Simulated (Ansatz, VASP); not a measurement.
## Two plane-wave programs on MgI2

The input INCAR:

```
SYSTEM = MgI2
PREC = Accurate ; ENCUT = 520
EDIFF = 1E-6 ; ISMEAR = 0
SIGMA = 0.05 ; LREAL = .FALSE.
LASPH = .TRUE. ; NELM = 100
ALGO = Normal ; ISIF = 2
LWAVE = .FALSE. ; LCHARG = .FALSE.
GGA = PE ; NBANDS = 15
```

The input KPOINTS:

```
regular mesh
0
G
  6 6 4
  0 0 0
```

The input POSCAR:

```
MgI2
1.0
    4.0918639477      0.0000000000      0.0000000000
   -2.0459319739      3.5436581276      0.0000000000
    0.0000000000      0.0000000000      7.5975677033
Mg I
1 2
Direct
    0.0000000000      0.0000000000      0.0000000000
    0.3333333333      0.6666666667      0.7820264016
    0.6666666667      0.3333333333      0.2179735984
```

Input for Ansatz:

```yaml
crystal:
  lattice:
    - [4.0918639477, 0.0, 0.0]
    - [-2.0459319739, 3.5436581276, 0.0]
    - [0.0, 0.0, 7.5975677033]
  atoms:
    - { symbol: Mg, position: [0.0, 0.0, 0.0] }
    - { symbol: I, position: [0.3333333333, 0.6666666667, 0.7820264016] }
    - { symbol: I, position: [0.6666666667, 0.3333333333, 0.2179735984] }
basis:
  ecutwfc: 520.0
kpoints:
  mp_grid: { grid: [6, 6, 4] }
hamiltonian:
  xc: pbe
scf:
  occupations: { method: gaussian, width: 0.05 }
output:
  forces: true
  stress: true
  eigenvalues: true
```

Alike in both runs: task single point; functional PBE; k mesh 6 × 6 × 4; occupations gaussian, width 0.05 eV; no spin polarisation.

```csv
,VASP,Ansatz
version,VASP 6.6.1,Ansatz 0.2.0
potentials or method,"VASP PAW PBE potentials, release 64 (Mg, I)","scalar-relativistic, plane waves, PAW"
plane-wave cutoff (eV),520,520
valence electrons in the cell,16,44
```

VASP gave:

* gap on the k mesh at the Fermi level (eV): 3.63
* least direct gap on the mesh (eV): 3.92
* pressure (GPa): 1.9
* largest component of the traceless stress (GPa): 0.44
* rms of the force components (eV/Å): 0.133

**Question.** Estimate Ansatz's values.

**Answer.** gap on the k mesh at the Fermi level (eV): 3.64; least direct gap on the mesh (eV): 3.93; pressure (GPa): 1.9; largest component of the traceless stress (GPa): 0.45; rms of the force components (eV/Å): 0.137.

Atom by atom the forces differ by 0.004 eV/Å (rms over components). With one functional, cell and mesh, what is left measures potentials, basis and numerics. The two sets of potentials don't hold the same shells in valence.

Caveats: spin-orbit coupling is left out, which moves the levels of the heavy elements; this functional lacks dispersion, which binds the layers, so the pressure and a relaxed spacing across them are unreliable. A k mesh can miss the band edges.
